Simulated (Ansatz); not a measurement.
# Cobalt, bcc: r²SCAN0 after r²SCAN

How do the levels and moments change when part of the exchange is made exact, and what does it cost? The geometry was relaxed under r²SCAN beforehand and is kept. Exact exchange is dear, so the k-mesh is coarse, and r²SCAN is run on the same mesh for comparison.

Computed with Ansatz 0.2.0 (DFT, plane waves (500 eV) with PBE-made PAW files, scalar-relativistic; functionals as named at each step, unless a step says otherwise).

**1. The system as given**

It takes space group Im-3m (No. 229, cubic). Conventional cell: a = 2.763 Å, b = 2.763 Å, c = 2.763 Å, α = 90.00°, β = 90.00°, γ = 90.00°. Around Co (site symmetry m-3m) lie 8 Co at 2.39 Å.

As a file:

```
CELL_PARAMETERS angstrom
2.76315 0.00000 0.00000
0.00000 2.76315 0.00000
0.00000 0.00000 2.76315
ATOMIC_POSITIONS crystal
Co 0.00000 0.00000 0.00000
Co 0.50000 0.50000 0.50000
```

The atoms start with moments of -2.01 ×2 μB.

**2. r²SCAN on the coarse mesh**

The run with r²SCAN.

The input, input.yaml:

```yaml
crystal:
  lattice:
    - [2.7631487968, 0.0, 0.0]
    - [0.0, 2.7631487968, 0.0]
    - [0.0, 0.0, 2.7631487968]
  atoms:
    - { symbol: Co, position: [0.0, 0.0, 0.0], spin: -2.01 }
    - { symbol: Co, position: [0.5, 0.5, 0.5], spin: -2.01 }
hamiltonian:
  xc: r2scan
  pseudopotentials:
    kind: paw
    azcp:
      Co: "pseudopotentials/Co.paw.azcp"
basis:
  ecutwfc: 500
  fft_grid_basis: typed
kpoints:
  mp_grid: { grid: [6, 6, 6], shift: [0, 0, 0] }
magnetization:
  spin_polarized: true
scf:
  occupations: { method: fermi_dirac, width: 0.1 }
```

On the command line:

```bash
> ansatz run input.yaml --threads 4 --pin off --max-ram 8192MiB --backend cpu --events-out ev --progress --plain --runs-dir out
```

What it wrote (excerpt; [...] marks lines left out):

```text
Warning: RAYON_NUM_THREADS=4 ignored (pool sized by the plan → 4); use --threads N
[...]
Pseudopotentials: kind: paw
Pseudopotential: Co, paw, valence charge 17, recommended cutoff 500 eV (meta_gga), <dir>
Functional definition: r2SCAN
[...]
Crystal: 2 atoms, lattice volume = 21.097 Å³
Basis set: ecut = 500 eV, 515 PW (Γ), exchange–correlation on 96×96×96 points (64 copies of the dense FFT grid, shifted against one another)
Bands: 24, of which v1, the nominal top of the filled ones, is band 17 counted from 1 (16 counted from 0)
Symmetry: 96 space group operations
Space group: Im-3m (ITA 229), of the structure as read, at distance tolerance 2.8e-5 Å
Magnetic group: BNS 229.140 (UNI 1642), of the structure as read, at distance tolerance 2.8e-5 Å
k-points: 20 of 216
[...]
Starting moments: Σ|m| = 4.02 μB on 2 of 2 sites
[...]
SCF iter   1: F=—  HF=-10261.951073 eV  |F-HF|=—  |Δ(HF+E_count)|=         —  Δρ=1.13e-1 (↑1.13e-1 ↓1.63e-2)  dr2=1.96e0  dr2_τ=1.92e-2  dr2_m=4.95e-1  M=-3.924 μB ∫|m|=4.097 μB  β_m=1.00  ethr=3.10e-3  ⟨swp⟩=5.2  Hψ=3623  notcnv=0
[...]
SCF iter  15: F=-10263.161641 eV  HF=-10263.161641 eV  |F-HF|=1.22e-9  |Δ(HF+E_count)|=   1.30e-9  Δρ=1.92e-6 (↑1.92e-6 ↓1.17e-6)  dr2=4.48e-10  dr2_τ=4.77e-11  dr2_m=5.16e-11  M=-3.860 μB ∫|m|=4.303 μB  ethr=5.42e-12  ⟨swp⟩=1.0  Hψ=2690  notcnv=0
[...]
this state was not tested for a lower state beside it, because the mixer in use, unlike msr1, does not test its closes by its own steps (another_mixer; see scf.mixing.algorithm and scf.lower_state_search)
SCF converged after 15 iterations
Magnetization: -3.8603 μB (15.0698 up, 18.9302 down)
Absolute magnetization: 4.3042 μB (∫|ρ↑−ρ↓|, with the PAW one-centre terms)
Spin contamination: 0.0974 ħ² per cell (⟨S²⟩ above its minimum at these occupations)
Per-site moments (μB) at R_I (Å): [(-2.0332991800098763, 0.9870947841418972), (-2.0332991800098763, 0.9870947841418972)]
Free energy (F): -10263.161641 eV
[...]
E sigma→0 (E₀):  -10263.134021 eV
Entropy (-TS):   -0.055240 eV (-27.620 meV/atom)
Fermi energy:    19.880889 eV
[...]
```

Run time: 2.2 s. Hardware: 4 threads of Arm Neoverse V2, shared host; peak memory 0.34 GiB.

**3. r²SCAN0 on the coarse mesh**

The run with r²SCAN0.

input.yaml, as its differences from that of step 2:

```diff
@@ -9,3 +9,3 @@
 hamiltonian:
-  xc: r2scan
+  xc: r2scan0
   pseudopotentials:
@@ -23 +23,6 @@
   occupations: { method: fermi_dirac, width: 0.1 }
+output:
+  write_density: true
+  write_potential: true
+  elf: true
+  volumetric_format: npy
```

On the command line:

```bash
> ansatz run input.yaml --threads 4 --pin off --max-ram 8192MiB --backend cpu --events-out ev --progress --plain --runs-dir out
```

What it wrote (excerpt; [...] marks lines left out):

```text
Warning: RAYON_NUM_THREADS=4 ignored (pool sized by the plan → 4); use --threads N
[...]
Pseudopotentials: kind: paw
Pseudopotential: Co, paw, valence charge 17, recommended cutoff 500 eV (meta_gga), <dir>
Functional definition: r2SCAN0
[...]
Crystal: 2 atoms, lattice volume = 21.097 Å³
Basis set: ecut = 500 eV, 515 PW (Γ), exchange–correlation on 96×96×96 points (64 copies of the dense FFT grid, shifted against one another)
Bands: 24, of which v1, the nominal top of the filled ones, is band 17 counted from 1 (16 counted from 0)
Symmetry: 96 space group operations
Space group: Im-3m (ITA 229), of the structure as read, at distance tolerance 2.8e-5 Å
Magnetic group: BNS 229.140 (UNI 1642), of the structure as read, at distance tolerance 2.8e-5 Å
k-points: 20 of 216
[...]
Starting moments: Σ|m| = 4.02 μB on 2 of 2 sites
[...]
hybrid SCF converged: 9 outer / 50 inner (+14 warm-up), last move |dexx| = 5.35e-9 eV, tail = 8.29e-9 eV
Magnetization: -4.3322 μB (14.8339 up, 19.1661 down)
Absolute magnetization: 4.9709 μB (∫|ρ↑−ρ↓|, with the PAW one-centre terms)
Spin contamination: 0.2056 ħ² per cell (⟨S²⟩ above its minimum at these occupations)
Per-site moments (μB) at R_I (Å): [(-2.3055456818633107, 0.9870947841418972), (-2.3055456818633107, 0.9870947841418972)]
Free energy (F): -10257.841298 eV
Frozen-core exchange: fock
[...]
E sigma→0 (E₀):  -10257.835378 eV
Entropy (-TS):   -0.011840 eV (-5.920 meV/atom)
Fermi energy:    19.844198 eV
[...]
--- Band table (eV; the first three rows and the last of 40) ---
[... band rows left out ...]
[...]
  guard bands above this table: 3 of the run's 24 bands. The solve was not asked for them (output.publish_guard_bands: true or output.eigenvalues: true publishes all)
```

Wall time 22 s (4 threads of Arm Neoverse V2, shared host); peak memory 0.94 GiB.

Density in a lattice plane of the grid's cell (edges 2.76 and 2.76 Å, at 0.000 of the third edge), which holds Co. It is the smooth density of the valence electrons, not physical close to the nuclei.

Ten even steps from '0' (0.26 e/Å³) to '9' (57.06 e/Å³):
```
764210000000000000001246
543110000000000000001134
211000000000000000000011
000000000000000000000000
000000000000000000000000
000000000000000000000000
000000000000000000000000
000000000000000000000000
000000000000000000000000
000000000000000000000000
000000000000000000000000
000000000000000000000000
000000000000000000000000
000000000000000000000000
000000000000000000000000
000000000000000000000000
211000000000000000000011
543110000000000000001134
764210000000000000001246
986310000000000000001368
```
Columns run along the first of these edges and rows up along the second, over one cell in 24 and 20 even steps from the bottom left corner. Atoms in the plane (fractional): Co at (0.00, 0.00).

Spin density (up less down) in a lattice plane of the grid's cell (edges 2.76 and 2.76 Å, at 0.000 of the third edge), which holds Co.

Ten even steps from '0' (-10.57 e/Å³) to '9' (0.04 e/Å³):
```
235789999999999999998753
567899999999999999999876
788999999999999999999988
889999999999999999999998
999999999999999999999999
999999999999999999999999
999999999999999999999999
999999999999999999999999
999999999999999999999999
999999999999999999999999
999999999999999999999999
999999999999999999999999
999999999999999999999999
999999999999999999999999
999999999999999999999999
889999999999999999999998
788999999999999999999988
567899999999999999999876
235789999999999999998753
014688999999999999988641
```
Columns run along the first of these edges and rows up along the second, over one cell in 24 and 20 even steps from the bottom left corner. Atoms in the plane (fractional): Co at (0.00, 0.00).

**4. The functionals compared**

| functional | gap on the mesh | Fermi energy (eV) | magnetic state | SCF cycles | exchange loops | CPU time |
| --- | --- | --- | --- | --- | --- | --- |
| r²SCAN | none (levels filled in part) | 19.881 | ferromagnetic, up to 2.03 μB per atom | 15 | - | 6.1 s |
| r²SCAN0 | none (levels filled in part) | 19.844 | ferromagnetic, up to 2.31 μB per atom | 64 | 9 | 79 s |

**5. Results**

| quantity | value |
| --- | --- |
| r²SCAN: gap | none (levels filled in part) |
| r²SCAN: magnetic state | ferromagnetic, up to 2.03 μB per atom |
| r²SCAN0: gap | none (levels filled in part) |
| r²SCAN0: magnetic state | ferromagnetic, up to 2.31 μB per atom |
| r²SCAN0: SCF cycles, exchange loops | 64, 9 |
| r²SCAN0: CPU time over that of r²SCAN | 13 |

In words: Both r²SCAN and r²SCAN0 leave levels filled in part. The largest moment goes from 2.03 to 2.31 μB; exact exchange favours larger moments in itinerant magnets. r²SCAN0 cost 13 times the CPU time of r²SCAN. r²SCAN0 needed 9 outer loops of the exchange operator. The total energies in the logs cannot be compared from one functional to another.
